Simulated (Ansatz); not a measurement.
# WC (Qusongite) (P-6m2) in Ansatz: further runs

The runs below take WC (Qusongite) through relaxation of cell and atoms, with PBE, PBEsol+D4, PBEsol+U, BLYP+D4.

All numbers are computed with Ansatz 0.2.0; they aren't measurements. Logs are shortened: lines on timing, memory, paths and dates and some standing lists are left out, and cuts for length are marked.

**1. Starting point**

The structure is hexagonal, space group P-6m2 (No. 187). The conventional cell has a = 2.907 Å, b = 2.907 Å, c = 2.837 Å, α = 90.00°, β = 90.00°, γ = 120.00°. Around W (site symmetry -6m2) lie 6 C at 2.20 Å. C (site symmetry -6m2) is surrounded by 6 W at 2.20 Å.

**2. Relaxation of cell and atoms, PBE**

The input, input.yaml:

```yaml
crystal:
  lattice:
    - [2.9065, 0.0, 0.0]
    - [-1.45325, 2.5171028361, 0.0]
    - [0.0, 0.0, 2.8366]
  atoms:
    - { symbol: W, position: [0.0, 0.0, 0.0] }
    - { symbol: C, position: [0.6666666667, 0.3333333333, 0.5] }
hamiltonian:
  xc: pbe
  pseudopotentials: { kind: paw }
kpoints:
  mp_grid: { grid: [10, 10, 9] }
scf:
  occupations: { method: fermi_dirac, width: 0.05 }
output:
  forces: true
  stress: true
relax:
  f_tol: 0.01
  max_steps: 40
  cell: { stress_tol: 0.05 }
```

Potentials or basis: Ansatz PAW.

Run with:

```bash
ansatz run input.yaml --threads 2 --pin off --max-ram 5120MiB --backend cpu --events-out ev --progress --plain --runs-dir out
```

What it wrote:

```text
Warning: RAYON_NUM_THREADS=2 ignored (pool sized by the plan → 2); use --threads N
Engine: ansatz 0.2.0, aarch64-unknown-linux-gnu
Pseudopotentials: kind: paw
Pseudopotential: W, paw, valence charge 14, recommended cutoff 420 eV (normal), W.paw.azcp
Pseudopotential: C, paw, valence charge 4, recommended cutoff 420 eV (normal), C.paw.azcp
Functional definition: PBE
  parameter kappa = 0.804
  parameter beta = 0.06672455060314922
  exchange = pbe_x(kappa = kappa, mu = beta*pi^2/3)
  correlation = pbe_c(beta = beta)
Crystal: 2 atoms, lattice volume = 20.752 Å³
Basis set: ecut = 420 eV, 405 PW (Γ), exchange–correlation on 40×40×40 points (8 copies of the dense FFT grid, shifted against one another)
Bands: 13, of which v1, the nominal top of the filled ones, is band 9 counted from 1 (8 counted from 0)
Symmetry: 12 space group operations
Space group: P-6m2 (ITA 187), of the structure as read, at distance tolerance 2.7e-5 Å
k-points: 70 of 900 (time reversal used)
Non-local potential: W, projectors of the file, l = 0: 3, l = 1: 2, l = 2: 2, l = 3: 1
Non-local potential: C, projectors of the file, l = 0: 2, l = 1: 2, l = 2: 1
PAW form: soft (Blöchl's): semilocal exchange-correlation on the pseudo side does not see the compensation charge
PAW one-centre angular grid: W, 590 points (default); XC on 64 Gauss nodes
PAW one-centre angular grid: C, 110 points (default); XC on 64 Gauss nodes
Initial density: superposition of atomic densities (neutral atoms: chi_scale 0, normalization atom), corrected by the library's trained network
Initial wavefunctions: pseudopotential atomic-orbital guess
Functional: x = pbe(κ = 0.804, μ = 0.2195149727645171), c = pbe(β = 0.06672455060314922)
SCF iter   1: F=—  HF=-10636.055206 eV  |F-HF|=—  |Δ(HF+E_count)|=         —  Δρ=7.09e-3  dr2=2.36e-3  ethr=1.77e-3  ⟨swp⟩=5.8  Hψ=4557  notcnv=0
preconditioner: auto → none  [metal: Δε(μ)=0.105 eV  Ē_g=10.095 eV  σ=0.050 eV  W_gap=0.43  n_scr=8 (ndim 8)  ℏωp=25.8 eV  f_vac=0.000  D(μ)=0.25/eV (n_scr^D=0)  sad-step TF]
SCF iter   2: F=—  HF=-10636.057822 eV  |F-HF|=—  |Δ(HF+E_count)|=   2.62e-3  Δρ=4.13e-3  dr2=8.43e-4  ethr=1.31e-5  ⟨swp⟩=2.0  Hψ=1760  notcnv=0
SCF iter   3: F=—  HF=-10636.058880 eV  |F-HF|=—  |Δ(HF+E_count)|=   1.06e-3  Δρ=3.80e-4  dr2=2.58e-5  ethr=4.68e-6  ⟨swp⟩=2.2  Hψ=1347  notcnv=0
SCF iter   4: F=—  HF=-10636.058869 eV  |F-HF|=—  |Δ(HF+E_count)|=   1.00e-5  Δρ=1.35e-4  dr2=2.12e-6  ethr=1.43e-7  ⟨swp⟩=2.6  Hψ=1527  notcnv=0
iter 5 did not close the SCF: its close was put off for the readings that it lacked (scf_convergence_deferred on its scf_iter line)
SCF iter   5: F=-10636.058870 eV  HF=-10636.058870 eV  |F-HF|=6.47e-8  |Δ(HF+E_count)|=   3.64e-7  Δρ=2.46e-5  dr2=9.68e-8  ethr=1.18e-8  ⟨swp⟩=2.0  Hψ=1469  notcnv=0
SCF iter   6: F=-10636.058870 eV  HF=-10636.058870 eV  |F-HF|=3.36e-9  |Δ(HF+E_count)|=   3.31e-8  Δρ=5.56e-6  dr2=5.41e-9  ethr=5.38e-10  ⟨swp⟩=2.0  Hψ=3315  notcnv=0
SCF 1 converged in 6 iterations: F = -10636.058870 eV  dr2 = 5.41e-9
relax step   1: F+E_penalty+E_count = -10636.05886980 eV  Δ(F+E_penalty+E_count) = +0.000e0 eV  max|allowed force component| = 1.342e-16 eV/Å  Δτ_max = 0.0000 Å  P = +5.604 GPa  Ω = 20.752 Å³  (6 SCF iters, dr2 threshold 1.00e-7 eV, accepted)
Crystal: 2 atoms, lattice volume = 21.243 Å³
Initial density: handed on by an earlier stage of this run
Initial wavefunctions: those handed on with the density
iter 1 solved again at ethr=2.59e-5 eV; its pass at ethr=3.10e-3 eV (dr2=4.66e-3 eV) is discarded
SCF iter   1: F=—  HF=-10636.059930 eV  |F-HF|=—  |Δ(HF+E_count)|=         —  Δρ=4.54e-3  dr2=4.90e-3  ethr=2.59e-5  ⟨swp⟩=1.1  Hψ=5715  notcnv=0
preconditioner: auto → none  [metal: Δε(μ)=0.109 eV  Ē_g=9.878 eV  σ=0.050 eV  W_gap=0.42  n_scr=8 (ndim 8)  ℏωp=25.5 eV  f_vac=0.000  D(μ)=0.24/eV (n_scr^D=0)]
SCF iter   2: F=—  HF=-10636.058916 eV  |F-HF|=—  |Δ(HF+E_count)|=   1.01e-3  Δρ=1.77e-3  dr2=7.80e-4  ethr=2.59e-5  ⟨swp⟩=1.9  Hψ=1146  notcnv=0
SCF iter   3: F=—  HF=-10636.058754 eV  |F-HF|=—  |Δ(HF+E_count)|=   1.62e-4  Δρ=2.21e-4  dr2=7.00e-6  ethr=4.33e-6  ⟨swp⟩=2.1  Hψ=1140  notcnv=0
SCF iter   4: F=—  HF=-10636.058751 eV  |F-HF|=—  |Δ(HF+E_count)|=   3.20e-6  Δρ=3.78e-5  dr2=1.28e-7  ethr=3.89e-8  ⟨swp⟩=2.2  Hψ=1221  notcnv=0
iter 5 did not close the SCF: its close was put off for the readings that it lacked (scf_convergence_deferred on its scf_iter line)
SCF iter   5: F=-10636.058751 eV  HF=-10636.058751 eV  |F-HF|=1.47e-10  |Δ(HF+E_count)|=   6.47e-8  Δρ=3.79e-6  dr2=1.16e-9  ethr=7.08e-10  ⟨swp⟩=2.7  Hψ=1468  notcnv=0
SCF iter   6: F=-10636.058751 eV  HF=-10636.058751 eV  |F-HF|=1.82e-12  |Δ(HF+E_count)|=  6.68e-10  Δρ=4.49e-7  dr2=1.65e-11  ethr=6.47e-12  ⟨swp⟩=1.3  Hψ=2499  notcnv=0
SCF 2 converged in 6 iterations: F = -10636.058751 eV  dr2 = 1.65e-11
[... 17 lines left out ...]
preconditioner: auto → none  [metal: Δε(μ)=0.104 eV  Ē_g=9.966 eV  σ=0.050 eV  W_gap=0.43  n_scr=8 (ndim 8)  ℏωp=25.6 eV  f_vac=0.000  D(μ)=0.24/eV (n_scr^D=0)]
SCF iter   2: F=—  HF=-10636.063508 eV  |F-HF|=—  |Δ(HF+E_count)|=   3.56e-6  Δρ=3.99e-5  dr2=4.33e-7  ethr=1.51e-8  ⟨swp⟩=2.0  Hψ=1189  notcnv=0
iter 3 did not close the SCF: its close was put off for the readings that it lacked (scf_convergence_deferred on its scf_iter line)
SCF iter   3: F=-10636.063508 eV  HF=-10636.063508 eV  |F-HF|=1.18e-9  |Δ(HF+E_count)|=   9.66e-8  Δρ=4.70e-6  dr2=3.26e-9  ethr=2.40e-9  ⟨swp⟩=2.1  Hψ=1136  notcnv=0
iter 4 did not close the SCF: its close was put off for the readings that it lacked (scf_convergence_deferred on its scf_iter line)
SCF iter   4: F=-10636.063508 eV  HF=-10636.063508 eV  |F-HF|=1.82e-11  |Δ(HF+E_count)|=  9.28e-11  Δρ=9.43e-7  dr2=8.21e-11  ethr=1.81e-11  ⟨swp⟩=2.3  Hψ=1280  notcnv=0
iter 5 did not close the SCF: its close was put off for the readings that it lacked (scf_convergence_deferred on its scf_iter line)
SCF iter   5: F=-10636.063508 eV  HF=-10636.063508 eV  |F-HF|=1.82e-12  |Δ(HF+E_count)|=  3.82e-11  Δρ=8.17e-8  dr2=5.06e-13  ethr=1.00e-12  ⟨swp⟩=1.6  Hψ=1106  notcnv=0
SCF iter   6: F=-10636.063508 eV  HF=-10636.063508 eV  |F-HF|=1.82e-12  |Δ(HF+E_count)|=  7.28e-12  Δρ=1.46e-8  dr2=2.39e-14  ethr=1.00e-12  ⟨swp⟩=1.0  Hψ=2100  notcnv=0
SCF 4 converged in 6 iterations: F = -10636.063508 eV  dr2 = 2.39e-14
relax step   4: F+E_penalty+E_count = -10636.06350775 eV  Δ(F+E_penalty+E_count) = -2.329e-5 eV  max|allowed force component| = 9.252e-17 eV/Å  Δτ_max = 0.0000 Å  P = -0.004 GPa  Ω = 21.050 Å³  energy of the carried Pulay correction = -5.738e-4 eV  (6 SCF iters, dr2 threshold 2.00e-7 eV, accepted)
Initial wavefunctions: pseudopotential atomic-orbital guess (no wavefunctions were taken with the density)
iter 1 solved again at ethr=6.77e-8 eV; its pass at ethr=3.10e-3 eV (dr2=1.22e-5 eV) is discarded
SCF iter   1: F=—  HF=-10636.064082 eV  |F-HF|=—  |Δ(HF+E_count)|=         —  Δρ=1.30e-4  dr2=2.18e-7  ethr=6.77e-8  ⟨swp⟩=3.1  Hψ=7159  notcnv=0
SCF iter   2: F=—  HF=-10636.064081 eV  |F-HF|=—  |Δ(HF+E_count)|=   1.07e-6  Δρ=6.46e-5  dr2=4.49e-8  ethr=1.21e-9  ⟨swp⟩=2.4  Hψ=1262  notcnv=0
SCF iter   3: F=—  HF=-10636.064082 eV  |F-HF|=—  |Δ(HF+E_count)|=   1.53e-6  Δρ=4.02e-6  dr2=2.90e-10  ethr=2.50e-10  ⟨swp⟩=2.1  Hψ=1268  notcnv=0
iter 4 did not close the SCF: its close was put off for the readings that it lacked (scf_convergence_deferred on its scf_iter line)
SCF iter   4: F=-10636.064082 eV  HF=-10636.064082 eV  |F-HF|=7.28e-12  |Δ(HF+E_count)|=   5.26e-9  Δρ=1.89e-7  dr2=5.70e-12  ethr=1.61e-12  ⟨swp⟩=2.4  Hψ=1364  notcnv=0
iter 5 did not close the SCF: its close was put off for the readings that it lacked (scf_convergence_deferred on its scf_iter line)
SCF iter   5: F=-10636.064082 eV  HF=-10636.064082 eV  |F-HF|=1.82e-12  |Δ(HF+E_count)|=  5.46e-12  Δρ=4.82e-8  dr2=2.47e-13  ethr=1.00e-12  ⟨swp⟩=1.0  Hψ=910  notcnv=0
iter 6 did not close the SCF: its close was put off for the readings that it lacked (scf_convergence_deferred on its scf_iter line)
SCF iter   6: F=-10636.064082 eV  HF=-10636.064082 eV  |F-HF|=1.09e-11  |Δ(HF+E_count)|=  9.09e-12  Δρ=9.55e-9  dr2=7.07e-15  ethr=1.00e-12  ⟨swp⟩=1.0  Hψ=910  notcnv=0
iter 7 did not close the SCF: its close was put off for the readings that it lacked (scf_convergence_deferred on its scf_iter line)
SCF iter   7: F=-10636.064082 eV  HF=-10636.064082 eV  |F-HF|=7.28e-12  |Δ(HF+E_count)|=  1.82e-12  Δρ=2.02e-9  dr2=5.07e-16  ethr=1.00e-12  ⟨swp⟩=1.0  Hψ=910  notcnv=0
SCF iter   8: F=-10636.064082 eV  HF=-10636.064082 eV  |F-HF|=7.28e-12  |Δ(HF+E_count)|=    0.00e0  Δρ=4.16e-10  dr2=1.02e-17  ethr=1.00e-12  ⟨swp⟩=2.7  Hψ=2531  notcnv=0
SCF 5 converged in 8 iterations: F = -10636.064082 eV  dr2 = 1.02e-17
relax step   5: F+E_penalty+E_count = -10636.06408205 eV  Δ(F+E_penalty+E_count) = -5.743e-4 eV  max|allowed force component| = 1.110e-16 eV/Å  Δτ_max = 0.0000 Å  P = +0.024 GPa  Ω = 21.050 Å³  stress off target by 3.28e-2 GPa  SCF on the basis re-selected at this cell (its energy is not comparable with the rows above)  (8 SCF iters)
basis re-selected at this cell: Δ(F+E_penalty+E_count) = -5.743e-4 eV, ΔP = +0.028 GPa vs the last step (what re-selecting the basis moved, of the pressure what is left beyond the Pulay correction that the steps carried, after the strain that the cell walked since its last selection, with what the two solves' SCF thresholds leave and, on support functions, any second-order correction that the steps lacked; it is no measure of the basis error at this ecutwfc). This SCF's stress stands 3.28e-2 GPa from its target on what of the cell is left free (relax.cell.stress_tol is 5.00e-2 GPa) and its largest allowed force component is 1.11e-16 eV/Å (relax.f_tol is 1.00e-2 eV/Å): within both
SCF converged after 8 iterations
Free energy (F): -10636.064082 eV
Harris-Foulkes:  -10636.064082 eV  (|F-HF|=7.28e-12)
Internal energy: -10636.062207 eV  (E = F + TS)
E sigma→0 (E₀):  -10636.063144 eV
Entropy (-TS):   -0.001875 eV (-0.938 meV/atom)
Fermi energy:    20.248148 eV
--- Per-component energies (eV) ---
  E_band       = -64.123743
  E_kinetic    = 540.749646
  E_local      = -675.126035  (includes V_loc(G=0)·N_el)
  E_nonlocal   = 25.360435
  E_hartree    = 237.894582
  E_xc         = -316.190021
  E_vxc        = -299.964612  (∫ρ·V_xc dr)
  E_paw        = -8661.049974  (= ΣΔE_a)
  E_vpaw       = -130.932285  (= ΣTr[D̂ρ^β])
  E_aug_tail   = -0.000056  (compensation charges beyond the density's cutoff)
  E_ewald      = -1787.700783
  E_smearing   = -0.001875  (= −TS)
  E_closure    = 0.000000  (closes the sum)
  Σ components = -10636.064082   (vs F -10636.064082, Δ=0.00e0)
--- Forces (eV/Å), atoms counted from 1 ---
  atom   1  W      0.00000000     0.00000000     0.00000000
  atom   2  C      0.00000000     0.00000000     0.00000000
  max |Σ_I F_I| component: 3.70e-16 eV/Å
--- Stress (GPa, compression-positive) ---
        0.032759       0.000000       0.000000
       -0.000000       0.032759      -0.000000
        0.000000      -0.000000       0.007623
  P = ⅓ Tr σ = 0.0244 GPa (0.244 kbar)
--- Relaxed structure (4 steps of the walk, 4 accepted, 1 SCFs on fresh bases) ---
  F+E_penalty+E_count = -10636.06408205 eV   max|allowed force component| = 1.110e-16 eV/Å   (the final SCF, on the basis selected at the relaxed cell)
  cell:  # Å, volume = 21.0495 Å³
    - [2.922571008316703, 1.7842403461806977e-18, 3.3949738563644016e-34]
    - [-1.4612855041583515, 2.531020737566166, 1.2426466766133925e-34]
    - [3.313326282801393e-34, 3.313326282801393e-34, 2.8456480764535983]
  atoms:
    - { symbol: W, position: [-3.700743415524894e-17, -7.651375687818439e-35, 0.0] }
    - { symbol: C, position: [0.6666666666666666, 0.33333333333333326, 0.5] }
```

Wall time 3.8 s (2 threads of Arm Neoverse V2, shared host); peak memory 0.29 GiB.

What came out:

- Free energy: -10636.0641 eV
- Relaxed volume: 10.52 Å³/atom
- Relaxed cell: a = 2.923 Å, b = 2.923 Å, c = 2.846 Å, α = 90.00°, β = 90.00°, γ = 120.00°
- Space group after relaxing (to 0.05 Å): P-6m2 (No. 187)
- Energy gained by relaxing: 2.6 meV/atom
- Ionic steps: 5
- Pressure after relaxing: 0.0 GPa

The path:
| step | energy change (eV) | largest force (eV/Å) | volume (Å³) |
| --- | --- | --- | --- |
| 1 | 0.0000 | 0.0000 | 20.75 |
| 2 | 0.0001 | 0.0000 | 21.24 |
| 3 | -0.0046 | 0.0000 | 21.06 |
| 4 | -0.0046 | 0.0000 | 21.05 |
| 5 | -0.0052 | 0.0000 | 21.05 |

Final structure:
```yaml
crystal:
  lattice:
    - [2.92257, 0.00000, 0.00000]
    - [-1.46129, 2.53102, 0.00000]
    - [0.00000, 0.00000, 2.84565]
  atoms:
    - { symbol: W, position: [0.00000, 0.00000, 0.00000] }
    - { symbol: C, position: [0.66667, 0.33333, 0.50000] }
```

Caveat: the plane-wave basis is chosen anew once the cell has moved, so the energies of steps on either side of that aren't comparable; the pressure holds a Pulay correction of +0.3 GPa for the finite cutoff. PBE usually gives volumes a little too large and moduli too small.

**3. Relaxation of cell and atoms, PBEsol+D4**

input.yaml: that of step 2 with these lines changed.

```diff
@@ -9,4 +9,5 @@
 hamiltonian:
-  xc: pbe
+  xc: pbesol
   pseudopotentials: { kind: paw }
+  dispersion: d4
 kpoints:
```

Potentials or basis: Ansatz PAW.

Run with:

```bash
ansatz run input.yaml --threads 2 --pin off --max-ram 5120MiB --backend cpu --events-out ev --progress --plain --runs-dir out
```

Wall time 4.8 s (2 threads of Arm Neoverse V2, shared host); peak memory 0.31 GiB.

Results (log left out):

* Free energy: -10504.3072 eV
* Relaxed volume: 10.19 Å³/atom
* Relaxed cell: a = 2.889 Å, b = 2.889 Å, c = 2.818 Å, α = 90.00°, β = 90.00°, γ = 120.00°
* Space group after relaxing (to 0.05 Å): P-6m2 (No. 187)
* Energy gained by relaxing: 4.5 meV/atom
* Ionic steps: 5
* Pressure after relaxing: 0.0 GPa

Step by step:
```csv
step,energy change (eV),largest force (eV/Å),volume (Å³)
1,0.0000,0.0000,20.75
2,-0.0067,0.0000,20.16
3,-0.0093,0.0000,20.38
4,-0.0097,0.0000,20.38
5,-0.0090,0.0000,20.38
```

Final structure:
```xyz
2
Lattice="2.8893 0.0000 0.0000 -1.4447 2.5022 0.0000 0.0000 0.0000 2.8183" Properties=species:S:1:pos:R:3 pbc="T T T"
W     0.0000    0.0000    0.0000
C     1.4447    0.8341    1.4092
```

Caveat: the plane-wave basis is chosen anew once the cell has moved, so the energies of steps on either side of that aren't comparable; the pressure holds a Pulay correction of +0.3 GPa for the finite cutoff; the PAW data sets come from PBE, with cores solved anew for the run's functional, which leaves a small shift of forces and pressure. Spin-orbit coupling is left out, which matters for the levels of W.

**4. Relaxation of cell and atoms, PBEsol+U**

input.yaml: that of step 3 with these lines changed.

```diff
@@ -11,3 +11,3 @@
   pseudopotentials: { kind: paw }
-  dispersion: d4
+  hubbard: { sites: [{ species: W, l: d, u_eff: 3.5 }] }
 kpoints:
```

Run with:

```bash
ansatz run input.yaml --threads 2 --pin off --max-ram 5120MiB --backend cpu --events-out ev --progress --plain --runs-dir out
```

It took 7.1 s on 2 threads of Arm Neoverse V2, shared host; peak memory 0.32 GiB.

It converged, with:

```yaml
Free_energy: -10499.4022 eV
Relaxed_volume: 10.30 Å³/atom
Relaxed_cell: a = 2.902 Å, b = 2.902 Å, c = 2.826 Å, α = 90.00°, β = 90.00°, γ = 120.00°
Space_group_after_relaxing_to_0.05_Å: P-6m2 (No. 187)
Energy_gained_by_relaxing: 0.8 meV/atom
Ionic_steps: 6
Pressure_after_relaxing: 0.0 GPa
```

The path:
```
step  energy change (eV)  largest force (eV/Å)  volume (Å³)
   1              0.0000                0.0000        20.75
   2             -0.0014                0.0000        20.54
   3             -0.0019                0.0000        20.59
   4             -0.0019                0.0000        20.61
   5             -0.0019                0.0000        20.60
   6             -0.0016                0.0000        20.60
```

Final structure:
```
CELL_PARAMETERS angstrom
2.90161 0.00000 0.00000
-1.45081 2.51287 0.00000
0.00000 0.00000 2.82554
ATOMIC_POSITIONS crystal
W 0.00000 0.00000 0.00000
C 0.66667 0.33333 0.50000
```

Eigenvalues of the final occupation matrices:
| site | spin | trace | eigenvalues |
| --- | --- | --- | --- |
| site 1 | 1 | 2.35 | 0.42 0.42 0.49 0.49 0.53 |

Caveat: the plane-wave basis is chosen anew once the cell has moved, so the energies of steps on either side of that aren't comparable; the pressure holds a Pulay correction of +0.3 GPa for the finite cutoff; the PAW data sets come from PBE, with cores solved anew for the run's functional, which leaves a small shift of forces and pressure; the U is typed as a test and isn't derived for this compound. The run has no spin-orbit coupling, so splittings on W are missing.

(Continued in part 2 of 2.)
